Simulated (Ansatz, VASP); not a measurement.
**Re: VASP beside Ansatz**

```
CELL_PARAMETERS angstrom
-0.01177 2.02327 1.96577
1.91022 0.03753 1.91646
1.98270 2.04645 -0.03495
ATOMIC_POSITIONS crystal
Re 0.98654 0.01047 0.01073
```

Change from the starting cell: cell strained at random at fixed volume.

Alike in both runs: task single point; functional PBE; k mesh 12 × 12 × 12; occupations fermi-dirac, width 0.05 eV; no spin polarisation.

```csv
,VASP,Ansatz
version,VASP 6.6.1,Ansatz 0.2.0
potentials or method,"VASP PAW PBE potentials, release 64 (Re)",Ansatz PAW
plane-wave cutoff (eV),520,420
valence electrons in the cell,7,15
```

```tsv
	VASP	Ansatz	Ansatz less VASP
gap on the k mesh at the Fermi level (eV)	none	none	-
pressure (GPa)	-8.7	-8.0	+0.73
largest component of the traceless stress (GPa)	9.30	9.44	+0.142
```

A gap of «none» marks a metal or a gap that the smearing closes. The two sets of potentials don't hold the same shells in valence.

Spin-orbit coupling is left out, which matters for the levels of Re.
